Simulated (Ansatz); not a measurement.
# Y2NS2 MXene bilayer (AA) in a perpendicular field, part 2 of 2

What dipole does a perpendicular field induce in the Y2NS2 MXene bilayer (AA)? A positive field points along +c.

Ansatz 0.2.0; plane-wave DFT, PBE-D3(BJ), Ansatz PAW.

So far. Step 8 (Single point, field 0.35 V/Å): The dipole is 0.371 e·Å.

## Step 9: Response, atoms held (continued)

Local field over the applied field, running mean. From the potentials at -0.1 and 0.1 V/Å; running mean over 2.5 Å. Table of local field over applied field by z:

z (Å), local field over applied field and a bar from the least value:
```
        5      0.998 ##############################
        6      0.980 #############################
        7      0.853 ##########################
        8      0.530 ################
        9      0.175 #####
       10      0.019 #
       11      0.009 
       12      0.015 #
       13      0.001 
       14     -0.002 
       15     -0.001 
       16     -0.003 
       17     -0.001 
       18     -0.002 
       19     -0.001 
       20      0.006 
       21      0.016 #
       22      0.005 
       23      0.062 ##
       24      0.338 ##########
       25      0.703 #####################
       26      0.941 ############################
       27      0.994 ##############################
       28      1.000 ##############################
```

Electrons, planar mean, per unit field. Table of induced electron density by z:

z (Å), induced electron density (e/Å³ per V/Å) and a bar from the least value:
```
      4.5    0.00000 ###############
      5.0    0.00001 ###############
      5.5    0.00002 ###############
      6.0    0.00008 ###############
      6.5    0.00027 ################
      7.0    0.00079 ##################
      7.5    0.00200 ########################
      8.0    0.00353 ##############################
      8.5    0.00274 ###########################
      9.0    0.00117 ####################
      9.5    0.00086 ###################
     10.0   -0.00016 ##############
     10.5   -0.00057 #############
     11.0   -0.00012 ###############
     11.5    0.00030 ################
     12.0   -0.00007 ###############
     12.5    0.00015 ################
     13.0    0.00006 ###############
     13.5   -0.00002 ###############
     14.0   -0.00011 ###############
     14.5    0.00001 ###############
     15.0    0.00009 ###############
     15.5   -0.00003 ###############
     16.0   -0.00002 ###############
     16.5    0.00002 ###############
     17.0    0.00003 ###############
     17.5   -0.00009 ###############
     18.0   -0.00001 ###############
     18.5    0.00011 ###############
     19.0    0.00002 ###############
     19.5   -0.00006 ###############
     20.0   -0.00015 ##############
     20.5    0.00007 ###############
     21.0   -0.00031 ##############
     21.5    0.00010 ###############
     22.0    0.00058 #################
     22.5    0.00019 ################
     23.0   -0.00084 ############
     23.5   -0.00116 ##########
     24.0   -0.00268 ####
     24.5   -0.00355 
     25.0   -0.00204 ######
     25.5   -0.00081 ############
     26.0   -0.00027 ##############
     26.5   -0.00009 ###############
     27.0   -0.00002 ###############
     27.5   -0.00001 ###############
     28.0    0.00000 ###############
```

By hand: between -0.1 and 0.1 V/Å the dipole changes by 0.2120 e·Å, a slope of 1.060 e·Å²/V. A perfect conductor of thickness t has p = ε₀AEt, so t = 180.95 × 1.060 / 11.721 = 16.36 Å (e/ε₀ = 180.95 V·Å, A in Å²).

The induced dipole is that of a conductor 16.36 Å thick.

## Step 10: A changed input

This step: plane-wave DFT, PBE-D3(BJ), Ansatz PAW (Ansatz 0.2.0).

A run with a changed input: it repeats the earlier run at 0.1 V/Å with scf.occupations.method from fermi_dirac to cold, scf.occupations.width from 0.02585 to 0.001 and kpoints.mp_grid.grid from [18, 18, 1] to [12, 12, 1].

input.yaml

```yaml
crystal:
  lattice:
    - [3.6789385165, 0.0, 0.0]
    - [-1.8394692583, 3.1860542143, 0.0]
    - [0.0, 0.0, 32.5142237478]
  atoms:
    - { symbol: S, position: [0.3333333333, 0.6666666667, 0.2768019335] }
    - { symbol: "Y", position: [0.6666666667, 0.3333333333, 0.3248429997] }
    - { symbol: "N", position: [0.0, 0.0, 0.3680504698] }
    - { symbol: "Y", position: [0.3333333333, 0.6666666667, 0.4100241305] }
    - { symbol: S, position: [0.6666666667, 0.3333333333, 0.4584126801] }
    - { symbol: S, position: [0.3333333333, 0.6666666667, 0.541587321] }
    - { symbol: "Y", position: [0.6666666667, 0.3333333333, 0.5899758681] }
    - { symbol: "N", position: [0.0, 0.0, 0.6319495321] }
    - { symbol: "Y", position: [0.3333333333, 0.6666666667, 0.6751569985] }
    - { symbol: S, position: [0.6666666667, 0.3333333333, 0.7231980665] }
kpoints:
  mp_grid: { grid: [12, 12, 1] }
  band_path:
    path: [[0, 0, 0], [0.5, 0, 0], [0.33333333, 0.33333333, 0], [0, 0, 0]]
    npoints: 16
hamiltonian:
  xc: pbe
  dispersion: d3bj
scf:
  occupations: { method: cold, width: 0.001 }
  convergence: { dr2_threshold: 1.0e-10 }
efield:
  axis: 3
  dipole_correction: true
  ramp_position: 0.9616
  ramp_width: 0.0769
  amplitude: 0.1
output:
  write_potential: true
  write_density: true
  volumetric_format: npy
```

Run with:

```console
$ ansatz run input.yaml --threads 4 --pin off --max-ram 12288MiB --backend cpu --events-out ev --progress --plain --runs-dir out
```

Run time: 18 s. Hardware: 4 threads of Intel Xeon 6975P-C (Granite Rapids), shared host; peak memory 1 GiB.

```tsv
quantity	this run	earlier run	difference
dipole along the normal (e·Å)	0.1061	0.1060	1.4e-4
```

The dipole moves by under 0.5 % or 5e-5 e·Å. The run took 46 SCF cycles against 14.

The change did no harm here.

## Step 11: Varying the input

Another changed input: it repeats the earlier run at 0.1 V/Å with crystal.symmetry to detect: false and kpoints.mp_grid.grid from [18, 18, 1] to [9, 9, 1].

input.yaml: that of step 10 with these lines changed.

```diff
@@ -16,4 +16,5 @@
     - { symbol: S, position: [0.6666666667, 0.3333333333, 0.7231980665] }
+  symmetry: { detect: false }
 kpoints:
-  mp_grid: { grid: [12, 12, 1] }
+  mp_grid: { grid: [9, 9, 1] }
   band_path:
@@ -25,3 +26,3 @@
 scf:
-  occupations: { method: cold, width: 0.001 }
+  occupations: { method: fermi_dirac, width: 0.02585 }
   convergence: { dr2_threshold: 1.0e-10 }
```

Wall time 23 s (4 threads); peak memory 1.3 GiB.

```tsv
quantity	this run	earlier run	difference
dipole along the normal (e·Å)	0.1060	0.1060	4.9e-5
```

The dipole moves by under 0.5 % or 5e-5 e·Å. The run took 15 SCF cycles against 14.

The change did no harm here.

## Step 12: Results

```yaml
gap_without_field: none
work_function_upper_face: 7.21 eV
equivalent_conductor_thickness_atoms_held: 16.4 Å
```

The induced dipole equals that of a perfect conductor 16.36 Å thick, while the outer atoms lie 14.51 Å apart. There is no gap over 0.03 eV, with or without the field. The first relaxation ran with spin and lost its moment, and the later runs have none; other magnetic states were not tried. Spin-orbit coupling is left out. The MXene's terminations sit over the metal atoms of its far layer; the site over carbon or nitrogen, which some compounds prefer, was not run.

[Logs are printed without paths, hosts, clocks, repeated set-up lines and the standing remarks that a program may print on its own settings, such as how far it seeks lower states.]

[Hosts, paths, dates, database ids (printed as entryN), source tags and the programs' standing remarks are cut or masked in the printed files.]

[Maps of the electrostatic potential energy from Ansatz leave out the sawtooth potential of an applied field or a dipole correction, so their vacuum need not be flat; planar profiles and work functions include it.]
